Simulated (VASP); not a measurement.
# Al: molecular dynamics with the cell free or held by constraints

Al, Fm-3m (no. 225), 8 atoms in the cell. PBE, constrained or biased molecular dynamics; PAW potentials Al (PBE set).

| Held coordinates | Spread of the volume (Å³) | Time (s) |
|---|---|---|
| none | 0.65 | 64 |
| volume held, shape free | 0.00 | 50 |
| angles held, lengths free | 0.71 | 57 |

Limits: each run has its own random start, so only a spread that vanishes tells of a constraint; the run is only 0.12 ps long, so its averages are rough.

## Input of the first row

INCAR:
```
SYSTEM = Al
PREC = Normal ; EDIFF = 1E-5
LREAL = .FALSE. ; ALGO = Normal
NELMIN = 4 ; ISYM = 0
LWAVE = .FALSE. ; LCHARG = .FALSE.
IBRION = 0 ; ISIF = 3
TEBEG = 300 ; POTIM = 2.0
RANDOM_SEED = 150127 0 0 ; ENCUT = 330
ISMEAR = 1 ; SIGMA = 0.2
MDALGO = 3 ; LANGEVIN_GAMMA = 10
LANGEVIN_GAMMA_L = 10 ; PMASS = 1000
NSW = 60
```

KPOINTS:
```
k-points
0
Gamma
  4 4 2
```

POSCAR:
```
Al
1.0
    4.0496100000      0.0000000000      0.0000000000
    0.0000000000      4.0496100000      0.0000000000
    0.0000000000      0.0000000000      8.0992200000
Al
8
Direct
    0.0000000000      0.0000000000      0.0000000000
    0.0000000000      0.0000000000      0.5000000000
    0.0000000000      0.5000000000      0.2500000000
    0.0000000000      0.5000000000      0.7500000000
    0.5000000000      0.0000000000      0.2500000000
    0.5000000000      0.0000000000      0.7500000000
    0.5000000000      0.5000000000      0.0000000000
    0.5000000000      0.5000000000      0.5000000000
```

Commands:
```
cat potpaw_PBE.64/Al/POTCAR > POTCAR
mpirun -np 4 vasp_std > vasp.out
```

ICONST of row 3:
```
LA 1 2 0
LA 1 3 0
LA 2 3 0
```

VASP 6.6.1 took 64 s on 4 cores (AMD EPYC 9R45 (Zen 5)), a shared host.
